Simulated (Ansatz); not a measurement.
# Hf (P-1) in Ansatz: convergence with smearing width

Aim: find how far smearing width must go before the results for Hf settle, at PBEsol. This setting moves, with any that are tied to it; all else stays.

All numbers are computed with Ansatz 0.2.0; they aren't measurements. Logs are shortened: lines on timing, memory, paths and dates and some standing lists are left out, and cuts for length are marked.

## Step 1: The cell of the first run

The typed cell holds 1 atom: a = 3.098 Å, b = 3.104 Å, c = 3.119 Å, α = 110.43°, β = 109.32°, γ = 107.05°.

This isn't the form of Hf at room conditions, which is hcp.

The cell isn't the ideal one: cell strained at random at fixed volume.

## Step 2: With smearing width 0.3 eV

input.yaml reads:

```yaml
crystal:
  lattice:
    - [-1.735385, 1.788095, 1.840338]
    - [1.768404, -1.761063, 1.846325]
    - [1.781798, 1.807476, -1.813306]
  atoms:
    - { symbol: Hf, position: [-0.016525, -0.006803, -0.010409] }
hamiltonian:
  xc: pbesol
  pseudopotentials: { kind: paw, source: jth, xc_functional: pbe }
kpoints:
  mp_grid: { grid: [7, 7, 8] }
scf:
  occupations: { method: gaussian, width: 0.3 }
output:
  forces: true
  stress: true
  eigenvalues: true
```

Potentials or basis: JTH PAW.

The run is started by

```
ansatz run input.yaml --threads 2 --pin off --max-ram 5632MiB --backend cpu --events-out ev --progress --plain --runs-dir out
```

It took 9.1 s on 2 threads of Intel Xeon at 2.50GHz (Skylake/Cascade Lake), shared host; peak memory 0.51 GiB.

What came out:

```yaml
Free_energy: -9349.8868 eV
Pressure: -8.4 GPa
Band_gap_on_the_k_mesh: none (metal or under the smearing width)
```

## Step 3: With smearing width 0.2 eV

Edit input.yaml of step 2 so:

```diff
@@ -13,3 +13,3 @@
 scf:
-  occupations: { method: gaussian, width: 0.3 }
+  occupations: { method: gaussian, width: 0.2 }
 output:
```

Potentials or basis: JTH PAW.

The run is started by

```
ansatz run input.yaml --threads 2 --pin off --max-ram 5632MiB --backend cpu --events-out ev --progress --plain --runs-dir out
```

Wall time 9.2 s (2 threads of Intel Xeon at 2.50GHz (Skylake/Cascade Lake), shared host); peak memory 0.51 GiB.

Results:

* Free energy: -9349.8605 eV
* Pressure: -8.6 GPa
* Band gap on the k mesh: none (metal or under the smearing width)

## Step 4: With smearing width 0.15 eV

Edit input.yaml of step 3 so:

```diff
@@ -13,3 +13,3 @@
 scf:
-  occupations: { method: gaussian, width: 0.2 }
+  occupations: { method: gaussian, width: 0.15 }
 output:
```

The run is started by

```
ansatz run input.yaml --threads 2 --pin off --max-ram 5632MiB --backend cpu --events-out ev --progress --plain --runs-dir out
```

It took 8.9 s on 2 threads of Intel Xeon at 2.50GHz (Skylake/Cascade Lake), shared host; peak memory 0.51 GiB.

What came out:

```
Free energy            : -9349.8513 eV
Pressure               : -8.6 GPa
Band gap on the k mesh : none (metal or under the smearing width)
```

## Step 5: With smearing width 0.1 eV

Edit input.yaml of step 4 so:

```diff
@@ -13,3 +13,3 @@
 scf:
-  occupations: { method: gaussian, width: 0.15 }
+  occupations: { method: gaussian, width: 0.1 }
 output:
```

The run is started by

```
ansatz run input.yaml --threads 2 --pin off --max-ram 5632MiB --backend cpu --events-out ev --progress --plain --runs-dir out
```

Wall time 9.2 s (2 threads of Intel Xeon at 2.50GHz (Skylake/Cascade Lake), shared host); peak memory 0.51 GiB.

What came out:

* Free energy: -9349.8447 eV
* Pressure: -8.6 GPa
* Band gap on the k mesh: none (metal or under the smearing width)

## Step 6: With smearing width 0.05 eV

Edit input.yaml of step 5 so:

```diff
@@ -13,3 +13,3 @@
 scf:
-  occupations: { method: gaussian, width: 0.1 }
+  occupations: { method: gaussian, width: 0.05 }
 output:
```

Potentials or basis: JTH PAW.

The run is started by

```
ansatz run input.yaml --threads 2 --pin off --max-ram 5632MiB --backend cpu --events-out ev --progress --plain --runs-dir out
```

It took 9 s on 2 threads of Intel Xeon at 2.50GHz (Skylake/Cascade Lake), shared host; peak memory 0.51 GiB.

Results (log left out):

```yaml
Free_energy: -9349.8405 eV
Pressure: -8.6 GPa
Band_gap_on_the_k_mesh: none (metal or under the smearing width)
```

## Step 7: With smearing width 0.025 eV

Edit input.yaml of step 6 so:

```diff
@@ -13,3 +13,3 @@
 scf:
-  occupations: { method: gaussian, width: 0.05 }
+  occupations: { method: gaussian, width: 0.025 }
 output:
```

The run is started by

```
ansatz run input.yaml --threads 2 --pin off --max-ram 5632MiB --backend cpu --events-out ev --progress --plain --runs-dir out
```

Wall time 8.8 s (2 threads of Intel Xeon at 2.50GHz (Skylake/Cascade Lake), shared host); peak memory 0.51 GiB.

Results (log left out):

```
Free energy            : -9349.8394 eV
Pressure               : -8.6 GPa
Band gap on the k mesh : none (metal or under the smearing width)
```

## Step 8: With smearing width 0.01 eV

Edit input.yaml of step 7 so:

```diff
@@ -13,3 +13,3 @@
 scf:
-  occupations: { method: gaussian, width: 0.025 }
+  occupations: { method: gaussian, width: 0.01 }
 output:
```

The run is started by

```
ansatz run input.yaml --threads 2 --pin off --max-ram 5632MiB --backend cpu --events-out ev --progress --plain --runs-dir out
```

Run time: 9.5 s. Hardware: 2 threads of Intel Xeon at 2.50GHz (Skylake/Cascade Lake), shared host; peak memory 0.52 GiB.

It converged, with:

| Quantity | Value |
| --- | --- |
| Free energy | -9349.8391 eV |
| Pressure | -8.6 GPa |
| Band gap on the k mesh | none (metal or under the smearing width) |

## Step 9: With smearing width 0.005 eV

Edit input.yaml of step 8 so:

```diff
@@ -13,3 +13,3 @@
 scf:
-  occupations: { method: gaussian, width: 0.01 }
+  occupations: { method: gaussian, width: 0.005 }
 output:
```

Potentials or basis: JTH PAW.

The run is started by

```
ansatz run input.yaml --threads 2 --pin off --max-ram 5632MiB --backend cpu --events-out ev --progress --plain --runs-dir out
```

Log:

```text
Warning: the checks of this Hf dataset prove no rule for summing its radial tables, as where they were carried onto another mesh than they were made on, and Gregory's rule is taken, under which a leading mesh point left out moves its sums only by what lay on the interval it spanned. That does not make them correct, and they differ from Quantum ESPRESSO's on this file; a re-export a fraction of a mesh step off can move them. hamiltonian.pseudopotentials.radial_quadrature: simpson_from_first_knot sums it by `pw.x`'s rule; on a PAW file no value gives `pw.x`'s numbers. What more to know: hamiltonian.pseudopotentials.radial_quadrature, in the input reference
Warning: RAYON_NUM_THREADS=2 ignored (pool sized by the plan → 2); use --threads N
Engine: ansatz 0.2.0, x86_64-unknown-linux-gnu
Pseudopotentials: kind: paw
Pseudopotential: Hf, paw, valence charge 12, recommended cutoff 1230 eV (normal), Hf.paw.azcp
Functional definition: PBEsol
  exchange = pbesol_x
  correlation = pbesol_c
Crystal: 1 atoms, lattice volume = 23.523 Å³
Basis set: ecut = 1230 eV, 2299 PW (Γ), exchange–correlation on 72×72×72 points (8 copies of the dense FFT grid, shifted against one another)
Bands: 10, of which v1, the nominal top of the filled ones, is band 6 counted from 1 (5 counted from 0)
Symmetry: 2 space group operations
Space group: P-1 (ITA 2), of the structure as read, at distance tolerance 2.9e-5 Å
k-points: 197 of 392
Non-local potential: Hf, projectors of the file, l = 0: 2, l = 1: 2, l = 2: 2
PAW form: soft (Blöchl's): semilocal exchange-correlation on the pseudo side does not see the compensation charge
PAW one-centre angular grid: Hf, 590 points (default); XC on 96 Gauss nodes
Initial density: superposition of atomic densities (chi_scale 0.1, normalization cell)
Initial wavefunctions: pseudopotential atomic-orbital guess
Functional: x = pbesol(κ = 0.804, μ = 0.12345679012345678), c = pbesol(β = 0.046)
SCF iter   1: F=—  HF=-9349.943767 eV  |F-HF|=—  |Δ(HF+E_count)|=         —  Δρ=2.83e-2  dr2=2.64e-1  ethr=3.10e-3  ⟨swp⟩=6.6  Hψ=15873  notcnv=0
preconditioner: auto → none  [insulator: Δε(μ)=0.008 eV  Ē_g=5.707 eV  σ=0.005 eV  W_gap=0.56  n_scr=4 (ndim 8)  ℏωp=15.3 eV  f_vac=0.000  D(μ)=1.87/eV (n_scr^D=18)  ε∞_Penn≈8.2]
SCF iter   2: F=—  HF=-9349.845444 eV  |F-HF|=—  |Δ(HF+E_count)|=   9.83e-2  Δρ=9.24e-3  dr2=2.18e-2  ethr=2.20e-3  ⟨swp⟩=2.1  Hψ=4324  notcnv=0  defer=42
SCF iter   3: F=—  HF=-9349.839140 eV  |F-HF|=—  |Δ(HF+E_count)|=   6.30e-3  Δρ=1.64e-3  dr2=3.30e-4  ethr=1.82e-4  ⟨swp⟩=3.0  Hψ=3374  notcnv=0  defer=42
SCF iter   4: F=—  HF=-9349.839092 eV  |F-HF|=—  |Δ(HF+E_count)|=   4.78e-5  Δρ=1.83e-4  dr2=5.78e-6  ethr=2.75e-6  ⟨swp⟩=3.1  Hψ=3943  notcnv=0  defer=42
SCF iter   5: F=—  HF=-9349.839093 eV  |F-HF|=—  |Δ(HF+E_count)|=   1.38e-6  Δρ=3.01e-5  dr2=9.28e-8  ethr=8.33e-10  ⟨swp⟩=6.4  Hψ=12978  notcnv=0
SCF iter   6: F=-9349.839093 eV  HF=-9349.839093 eV  |F-HF|=1.24e-10  |Δ(HF+E_count)|=   5.90e-8  Δρ=5.71e-6  dr2=4.37e-9  ethr=7.74e-10  ⟨swp⟩=3.1  Hψ=7325  notcnv=0
SCF 1 converged in 6 iterations: F = -9349.839093 eV  dr2 = 4.37e-9
SCF converged after 6 iterations
Free energy (F): -9349.839093 eV
Harris-Foulkes:  -9349.839093 eV  (|F-HF|=1.24e-10)
Internal energy: -9349.839065 eV  (E = F + TS)
E sigma→0 (E₀):  -9349.839079 eV
Entropy (-TS):   -0.000028 eV (-0.028 meV/atom)
Fermi energy:    13.767352 eV
--- Per-component energies (eV) ---
  E_band       = -146.635381
  E_kinetic    = 144.570563
  E_local      = 149.958714  (includes V_loc(G=0)·N_el)
  E_nonlocal   = -548.953982
  E_hartree    = 177.135704
  E_xc         = -242.566756
  E_vxc        = -106.088507  (∫ρ·V_xc dr)
  E_paw        = -7984.954093  (= ΣΔE_a)
  E_vpaw       = -140.392807  (= ΣTr[D̂ρ^β])
  E_aug_tail   = 0.000047  (compensation charges beyond the density's cutoff)
  E_ewald      = -1045.029262
  E_smearing   = -0.000028  (= −TS)
  E_closure    = -0.000000  (closes the sum)
  Σ components = -9349.839093   (vs F -9349.839093, Δ=0.00e0)
--- Forces (eV/Å), atoms counted from 1 ---
  atom   1  Hf     0.00000000     0.00000000     0.00000000
  max |Σ_I F_I| component: 0.00e0 eV/Å
--- Stress (GPa, compression-positive) ---
       -9.328018      -2.690629      -1.010016
       -2.690629      -9.154338      -0.467184
       -1.010016      -0.467184      -7.505002
  P = ⅓ Tr σ = -8.6625 GPa (-86.625 kbar)
--- Band table (eV; the first three rows and the last of 197) ---
  k-point 0: bands = ["-47.9162", "-16.2198", "-16.1846", "-16.1760", "6.8978", "14.9411", "15.2300", "15.5605", "17.6680", "18.1529"]
  k-point 1: bands = ["-47.9089", "-16.3106", "-16.2197", "-16.1867", "7.4268", "14.6090", "15.1218", "15.8720", "17.7159", "17.8490"]
  k-point 2: bands = ["-47.8912", "-16.5465", "-16.2982", "-16.1934", "8.7905", "13.8995", "14.3133", "17.3198", "17.8445", "18.0492"]
  k-point 196: bands = ["-47.8720", "-16.7375", "-16.3309", "-16.2788", "10.4140", "13.3614", "13.5490", "18.0371", "18.1266", "19.7915"]
```

It took 10 s on 2 threads of Intel Xeon at 2.50GHz (Skylake/Cascade Lake), shared host; peak memory 0.51 GiB.

What came out:

```
Free energy            : -9349.8391 eV
Pressure               : -8.7 GPa
Band gap on the k mesh : none (metal or under the smearing width)
```

## Step 10: Result

```
smearing width  energy less the tightest run, at zero smearing (meV/atom)  pressure (GPa)  SCF cycles  CPU time (s)  peak memory (GiB)
        0.3 eV                                                      -0.41           -8.35           6            17               0.51
        0.2 eV                                                      -0.43           -8.56           6            18               0.51
       0.15 eV                                                      -0.43           -8.62           6            17               0.51
        0.1 eV                                                      -0.25           -8.63           6            17               0.51
       0.05 eV                                                       0.00           -8.59           6            17               0.51
      0.025 eV                                                       0.01           -8.59           6            17               0.51
       0.01 eV                                                       0.00           -8.64           6            18               0.52
      0.005 eV                                                       0.00           -8.66           6            19               0.51
```

Against the tightest run, the energy stays within 1 meV/atom from 0.3 eV on; the pressure stays within 0.1 GPa from 0.2 eV on. Narrower smearing needs a denser k mesh, so at a fixed mesh the narrowest width isn't the most accurate. The tightest run that finished is the yardstick and may itself not be fully converged.
